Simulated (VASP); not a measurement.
Crystal: TiSi.

```
Ti Si
1.0
     2.80182    0.00000    0.00000
     0.00000    2.80182    0.00000
     0.00000    0.00000    3.74447
Ti Si
1 1
Direct
  0.50000 0.50000 0.50000
  0.00000 0.00000 0.00000
```

The cell was built by a generator and needn't be a form met in nature.

| Quantity | Value |
| --- | --- |
| Program | VASP 6.6.1 |
| Task | relaxation of cell and atoms |
| Functional | PBE |
| Potentials or basis | VASP PAW PBE potentials, release 64 (Ti_sv, Si) |
| Cutoff | 520 eV |
| k mesh | 7 × 7 × 6 |
| Occupations | gaussian, width 0.15 eV |
| Spin | no spin polarisation |

At the start: pressure -1.9 GPa; volume 14.70 Å³/atom.

Problem. How do energy, volume and symmetry change on relaxing?

Solution. Over 9 steps the energy falls by 6.2 meV/atom and the volume is 14.56 Å³/atom (-0.9 %); space group P4/mmm (No. 123, to 0.05 Å).

The path:
```
step  energy change (eV)  largest force (eV/Å)  pressure (GPa)  volume (Å³)
   1              0.0000                0.0000           -1.88        29.39
   2             -0.0091                0.0000            1.49        28.66
   3             -0.0093                0.0000            1.75        28.69
   4             -0.0093                0.0000            1.70        28.76
   5             -0.0068                0.0000            0.33        29.08
   6             -0.0091                0.0000            0.59        28.83
   7             -0.0093                0.0000            0.85        28.78
   8             -0.0126                0.0000            0.93        29.02
   9             -0.0124                0.0000           -0.17        29.12
```

Final structure:
```yaml
crystal:
  lattice:
    - [2.75641, 0.00000, 0.00000]
    - [0.00000, 2.75641, 0.00000]
    - [0.00000, 0.00000, 3.83271]
  atoms:
    - { symbol: Ti, position: [0.50000, 0.50000, 0.50000] }
    - { symbol: Si, position: [0.00000, 0.00000, 0.00000] }
```
